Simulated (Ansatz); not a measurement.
# SnO2 (P-3m1) at 4 levels of theory

One geometry, relaxed with PBE; plane waves with PAW potentials in Ansatz, scalar-relativistic. No spin polarisation. Gaps are the least over mesh and band path; pressure is positive in compression, and isn't given for hybrids.

```cif
data_structure
_symmetry_space_group_name_H-M 'P-3m1'
_symmetry_Int_Tables_number 164
_cell_length_a 3.2278
_cell_length_b 3.2278
_cell_length_c 5.4899
_cell_angle_alpha 90.000
_cell_angle_beta 90.000
_cell_angle_gamma 120.000
_cell_volume 49.53
loop_
_atom_site_label
_atom_site_type_symbol
_atom_site_symmetry_multiplicity
_atom_site_Wyckoff_symbol
_atom_site_fract_x
_atom_site_fract_y
_atom_site_fract_z
_atom_site_occupancy
Sn1 Sn 1 a 0.00000 0.00000 0.00000 1
O1 O 2 d 0.33333 0.66667 0.18429 1
```

| level | cutoff (eV) | k mesh | gap (eV) | pressure (GPa) |
| --- | --- | --- | --- | --- |
| PBE | 420 | 12×12×6 | 2.29 | 0.0 |

Problem. What comes out on the same cell with r2SCAN, HSE06, LDA?

Solution.
```json
{"level": "r2SCAN", "cutoff (eV)": "500", "k mesh": "12×12×6", "gap (eV)": "2.80", "pressure (GPa)": "-5.6"}
{"level": "HSE06", "cutoff (eV)": "420", "k mesh": "6×6×4", "gap (eV)": "3.84", "pressure (GPa)": "-"}
{"level": "LDA", "cutoff (eV)": "420", "k mesh": "12×12×6", "gap (eV)": "2.15", "pressure (GPa)": "-7.2"}
```

The cell holds layers, chains or molecules and no dispersion correction was added, so their binding is poorly described.

Another cell of SnO2 relaxed alike, in P4_2/mnm, lies 153 meV/atom lower, so this cell isn't the stable form at this level.

The structure comes from a generated guess; another structure or a mixture of phases may lie lower.
